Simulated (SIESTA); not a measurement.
Crystal: PtS2.

```
Pt S
1.0
     3.54320    0.00000    0.00000
    -1.77160    3.06850    0.00000
     0.00000    0.00000    5.03880
Pt S
1 2
Direct
  0.00000 0.00000 0.00000
  0.66667 0.33333 0.77300
  0.33333 0.66667 0.22700
```

```yaml
Program: SIESTA 5.4.2
Task: relaxation of cell and atoms
Functional: PBE
Potentials_or_basis: PseudoDojo 0.4 standard (PBE files)
Basis: SZ (energy shift 0.002 Ry)
Grid_cutoff: 800 Ry
Energy_shift: 0.002 Ry
k_mesh: 9 × 9 × 5
Occupations: fermi-dirac, width 0.05 eV
Spin: no spin polarisation
```

At the start: pressure 34.4 GPa; volume 18.26 Å³/atom.

Problem. Where does the relaxation end?

Solution. Over 9 steps the energy falls by 405.1 meV/atom and the volume is 20.89 Å³/atom (+14.4 %); space group P-3m1 (No. 164, to 0.05 Å).

Step by step:
```csv
step,energy change (eV),largest force (eV/Å),pressure (GPa),volume (Å³)
1,0.0000,4.1083,34.43,54.78
2,-0.8551,2.0068,16.37,57.94
3,-1.1940,0.4045,3.46,61.30
4,-1.2137,0.0448,0.65,62.28
5,-1.2144,0.0212,0.10,62.49
6,-1.2146,0.0295,-0.01,62.54
7,-1.2150,0.0346,-0.29,62.69
8,-1.2153,0.0139,-0.32,62.73
9,-1.2154,0.0152,-0.21,62.68
```

Final structure:
```
CELL_PARAMETERS angstrom
3.73496 -0.00001 0.00000
-1.86749 3.23457 0.00000
0.00000 0.00000 5.18866
ATOMIC_POSITIONS crystal
Pt 0.00000 0.00000 0.00000
S 0.66667 0.33333 0.74701
S 0.33333 0.66667 0.25299
```

Caveat: the basis has no polarisation orbitals; short orbitals over semicore shells can move pressures by several GPa; the volume moved by +14 % from the deposited cell, more than functionals usually miss; the basis of atomic orbitals isn't converged, which shifts pressures, moduli and gaps.
